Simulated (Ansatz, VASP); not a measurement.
**Rb: VASP beside Ansatz**

The input INCAR:

```
SYSTEM = Rb
ALGO = Normal ; EDIFF = 1E-6
ENCUT = 520 ; GGA = CA
ISIF = 2 ; ISMEAR = 0
LASPH = .True. ; LCHARG = .False.
LREAL = .False. ; LWAVE = .False.
NBANDS = 10 ; NELM = 100
PREC = Accurate ; SIGMA = 0.15
```

Contents of KPOINTS:

```
k-points
0
Gamma
  12 12 12
  0 0 0
```

POSCAR

```
Rb
1.0
    0.0000000000      3.6398846700      3.6398846700
    3.6398846700      0.0000000000      3.6398846700
    3.6398846700      3.6398846700      0.0000000000
Rb
1
Direct
    0.0000000000      0.0000000000      0.0000000000
```

Input for Ansatz:

```yaml
crystal:
  lattice:
    - [0.0, 3.63988467, 3.63988467]
    - [3.63988467, 0.0, 3.63988467]
    - [3.63988467, 3.63988467, 0.0]
  atoms:
    - { symbol: Rb, position: [0.0, 0.0, 0.0] }
basis:
  ecutwfc: 420
kpoints:
  mp_grid: { grid: [12, 12, 12] }
hamiltonian:
  xc: lda
scf:
  occupations: { method: gaussian, width: 0.15 }
output:
  forces: true
  stress: true
  eigenvalues: true
```

This isn't the form of Rb at room conditions, which is bcc.

Alike in both runs: task single point; functional LDA; k mesh 12 × 12 × 12; occupations gaussian, width 0.15 eV; no spin polarisation.

|  | VASP | Ansatz |
| --- | --- | --- |
| version | VASP 6.6.1 | Ansatz 0.2.0 |
| potentials or method | VASP PAW LDA potentials, release 64 (Rb_sv) | scalar-relativistic, plane waves, PAW |
| plane-wave cutoff (eV) | 520 | 420 |
| valence electrons in the cell | 9 | 9 |

|  | VASP | Ansatz | Ansatz less VASP |
| --- | --- | --- | --- |
| gap on the k mesh at the Fermi level (eV) | none | none | - |
| pressure (GPa) | -0.5 | -0.5 | 0.00 |

A gap of «none» marks a metal or a gap that the smearing closes.
